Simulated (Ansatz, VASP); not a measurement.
**MnO2 in VASP and in Ansatz**

File INCAR:

```
SYSTEM = MnO2
PREC = Accurate
ENCUT = 520
EDIFF = 1E-6
ISMEAR = 0
SIGMA = 0.05
LREAL = .False.
LASPH = .True.
NELM = 150
ALGO = Normal
ISIF = 2
LWAVE = .False.
LCHARG = .False.
ISPIN = 2
MAGMOM = 3 0 0
LORBIT = 11
LMAXMIX = 4
GGA = PE
IVDW = 13
NBANDS = 24
```

KPOINTS

```
Automatic mesh
0
Gamma
  14 14 6
  0 0 0
```

POSCAR

```
MnO2
1.0
    2.8768068094      0.0000000000      0.0000000000
   -1.4384034047      2.4913877787      0.0000000000
    0.0000000000      0.0000000000      5.4464523635
Mn O
1 2
Direct
    0.0000000000      0.0000000000      0.0000000000
    0.3333333333      0.6666666667      0.1753671606
    0.6666666667      0.3333333333      0.8246328394
```

Input for Ansatz:

```yaml
crystal:
  lattice:
    - [2.876806809388, 0.0, 0.0]
    - [-1.438403404694, 2.49138777871, 0.0]
    - [0.0, 0.0, 5.4464523635]
  atoms:
    - { symbol: Mn, position: [0.0, 0.0, 0.0], spin: 3.0 }
    - { symbol: O, position: [0.3333333333333, 0.6666666666667, 0.1753671606] }
    - { symbol: O, position: [0.6666666666667, 0.3333333333333, 0.8246328394] }
basis:
  ecutwfc: 420
  ecutrho_ratio: 4
kpoints:
  mp_grid: { grid: [14, 14, 6] }
hamiltonian:
  xc: pbe
  dispersion: d4
scf:
  occupations: { method: gaussian, width: 0.05 }
  algorithm: direct_min
output:
  forces: true
  stress: true
magnetization:
  spin_polarized: true
```

Measurements of this composition are mostly on another form, of space group No. 136.

Alike in both runs: task single point; functional PBE; dispersion D4; k mesh 14 × 14 × 6; occupations gaussian, width 0.05 eV; collinear spin.

```csv
,VASP,Ansatz
version,VASP 6.6.1,Ansatz 0.2.0
potentials or method,"VASP PAW PBE potentials, release 64 (Mn_pv, O)","scalar-relativistic, plane waves, PAW"
plane-wave cutoff (eV),520,420
valence electrons in the cell,25,27
```

VASP gave:

- gap on the k mesh at the Fermi level (eV): 0.99
- pressure (GPa): -1.0
- largest component of the traceless stress (GPa): 0.25
- rms of the force components (eV/Å): 0.028
- net moment per atom (μB): 1.00
- size of the moment on the site where the two differ most (μB): 2.85
- dispersion energy (meV/atom): -149.5

Which values does Ansatz return?

gap on the k mesh at the Fermi level (eV): 1.02; pressure (GPa): -1.8; largest component of the traceless stress (GPa): 0.10; rms of the force components (eV/Å): 0.012; net moment per atom (μB): 1.00; size of the moment on the site where the two differ most (μB): 2.52; dispersion energy (meV/atom): -149.6.

Site moments also hang on the region over which each program counts them. Atom by atom the forces differ by 0.041 eV/Å (rms over components). The two sets of potentials don't hold the same shells in valence.

Caveats: a cell with one magnetic atom can't hold antiferromagnetic order, which such compounds often take. A k mesh can miss the band edges. As with any semilocal functional, this PBE gap is likely too small.
